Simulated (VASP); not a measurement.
**Si: relaxation of the atoms with r2SCAN**

The system is Si, a slab with vacuum.

```xyz
12
Lattice="7.6933 0.0000 0.0000 0.0000 3.8467 0.0000 0.0000 0.0000 21.4000" Properties=species:S:1:pos:R:3 pbc="T T T"
Si   -0.7200    0.0000    7.6000
Si    4.5667    3.8467    7.0000
Si    3.8467    1.9233    8.6600
Si    0.0000    1.9233    8.6600
Si    1.9233    1.9233   10.0200
Si    5.7700    1.9233   10.0200
Si    5.7700    3.8467   11.3800
Si    1.9233    0.0000   11.3800
Si    3.8467    0.0000   12.7400
Si    0.0000    0.0000   12.7400
Si   -0.7200    1.9233   13.8000
Si    4.5667    1.9233   14.4000
```

The cell was built by a generator and needn't be a form met in nature.

```json
{"Program": "VASP 6.6.1", "Task": "relaxation of the atoms", "Functional": "r2SCAN", "Potentials or basis": "VASP PAW PBE potentials, release 64 (Si)", "Cutoff": "520 eV", "k mesh": "4 × 7 × 1", "Occupations": "gaussian, width 0.03 eV", "Spin": "no spin polarisation", "Dipole correction": "yes", "Further INCAR settings": "ALGO = Normal; EDIFF = 1e-06; ISYM = 0; IBRION = 2; EDIFFG = -0.01; NSW = 90"}
```

The energy gained by relaxing is 112.5 meV/atom. The ionic steps are 31, the largest force after relaxing is 0.008 eV/Å and the band gap on the k mesh is 0.31 eV, indirect (least direct gap 0.67 eV).

Forces in eV/Å, atoms in the order of the input:
```
Si   0.000  0.000  0.000
Si   0.002  0.000 -0.003
Si  -0.003  0.000  0.000
Si  -0.005  0.000  0.000
Si   0.000  0.000  0.000
Si   0.006  0.000 -0.005
Si   0.006  0.000  0.005
Si   0.000  0.000  0.000
Si  -0.003  0.000  0.000
Si  -0.005  0.000  0.000
Si   0.000  0.000  0.000
Si   0.002  0.000  0.003
```

The path:
```csv
step,energy change (eV),largest force (eV/Å),pressure (GPa)
1,0.0000,1.6108,-1.33
2,-0.3999,1.0725,-1.38
3,-0.7608,1.1767,-1.08
4,-0.7825,1.0426,-1.22
5,-0.9964,0.7887,-1.01
6,-0.9991,0.8924,-0.97
7,-1.1071,0.4804,-0.90
8,-1.1227,0.4751,-0.84
9,-1.1882,0.4236,-0.78
10,-1.2889,0.5310,-0.64
11,-1.3299,0.2792,-0.53
12,-1.3328,0.1803,-0.56
13,-1.3421,0.1119,-0.52
14,-1.3424,0.1187,-0.51
15,-1.3460,0.0800,-0.48
16,-1.3460,0.0780,-0.48
17,-1.3473,0.0488,-0.48
18,-1.3473,0.0574,-0.48
19,-1.3483,0.0321,-0.46
20,-1.3484,0.0361,-0.46
21,-1.3490,0.0375,-0.43
22,-1.3491,0.0514,-0.42
23,-1.3495,0.0224,-0.38
24,-1.3495,0.0182,-0.39
25,-1.3496,0.0127,-0.39
26,-1.3496,0.0130,-0.39
27,-1.3497,0.0116,-0.39
28,-1.3497,0.0138,-0.39
29,-1.3497,0.0121,-0.40
30,-1.3497,0.0149,-0.40
31,-1.3498,0.0080,-0.40
```

Final structure:
```xyz
12
Lattice="7.6933 0.0000 0.0000 0.0000 3.8467 0.0000 0.0000 0.0000 21.4000" Properties=species:S:1:pos:R:3 pbc="T T T"
Si    6.6411    3.8467    7.9428
Si    4.4234    3.8467    7.2444
Si    4.0250    1.9233    8.6103
Si    0.0791    1.9233    8.6040
Si    2.0503    1.9233    9.9852
Si    5.8610    1.9233   10.0507
Si    5.8610    3.8467   11.3493
Si    2.0503    0.0000   11.4148
Si    4.0250    0.0000   12.7897
Si    0.0791    0.0000   12.7960
Si    6.6411    1.9233   13.4572
Si    4.4234    1.9233   14.1556
```

Levels at points of the mesh, in eV from the valence-band top:
```csv
k point,band 22,band 23,band 24,band 25,band 26,band 27
"(0.00, 0.00, 0.00)",-0.80,-0.70,-0.21,0.59,0.73,0.87
"(0.50, 0.00, 0.00)",-0.77,-0.47,-0.11,0.56,0.66,1.48
```

Run time: 84 min on 4 MPI ranks on Intel(R) Xeon(R) Platinum 8559C (Emerald Rapids), on a shared host, peak memory 0.89 GiB a rank.

Caveat: the PAW data sets were made with another functional, which shifts forces and pressure a little. r2SCAN opens gaps a little over a GGA but as a rule still falls short of measured ones.
